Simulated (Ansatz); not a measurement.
Two G0W0 runs on P (honeycomb bilayer).

The cell holds 4 atoms: 4 P. Cell: a = 3.251 Å, b = 3.251 Å, c = 36.000 Å, α = 90.0°, β = 90.0°, γ = 120.0°. Regions: layer 1 (P-hc), 2 atoms (2 P); layer 2 (P-hc), 2 atoms (2 P). Vacuum lies along c.

```xyz
4
Lattice="3.2509 0.0000 0.0000 -1.6254 2.8154 0.0000 0.0000 0.0000 36.0000" Properties=species:S:1:pos:R:3
P     0.0000    1.8769   16.0434
P     1.6254    0.9385   14.7972
P     1.6254    0.9385   21.2028
P     0.0000    1.8769   19.9566
```

The structure was relaxed with PBE-D3(BJ). The runs that relaxed it are not among those shown.

The first (Ansatz 0.2.0; start PBE, 6×6×1 mesh, 535 empty bands, screening to 80 eV, PAW set soft_1 files; 1 × NVIDIA H100 80GB HBM3 (shared by 6 runs) with 3 threads of AMD EPYC 7R13 (Zen 3), shared host) gave, on its mesh: starting gap 1.52 eV, G0W0 gap 2.54 eV, mean of 1 + 4πα/V (set by the cell height) 3.16, 24 s.

The second gave: starting gap 1.52 eV, G0W0 gap 2.44 eV, mean of 1 + 4πα/V (set by the cell height) 3.23, 13 s.

Q: What was changed in the input? Choose among start, files, mesh, bands and cutoff, frequency model or another key.

Changed: empty bands from 535 to 218 and screening cutoff (eV) from 80.0 to 44. The starting gap stayed, which rules out the functional and points to the GW step. Other changes could give like numbers; this is the one that was made.

Limits: not at the basis limit; coarse mesh for a sheet.

[Paths, hosts, dates, memory and timing lines, banners, echoed tables and standing remarks are left out of the program output.]

[Logs are printed without paths, hosts, clocks, repeated set-up lines and the standing remarks that a program may print on its own settings, such as how far it seeks lower states.]

[Runs of the session that timed out or met a known fault of the program may be left out.]

[Cells called generated may have been cut or substituted from an entry of the Crystallography Open Database or the Materials Project.]

[Hosts, paths, dates, database ids (printed as entryN), source tags and the programs' standing remarks are cut or masked in the printed files.]
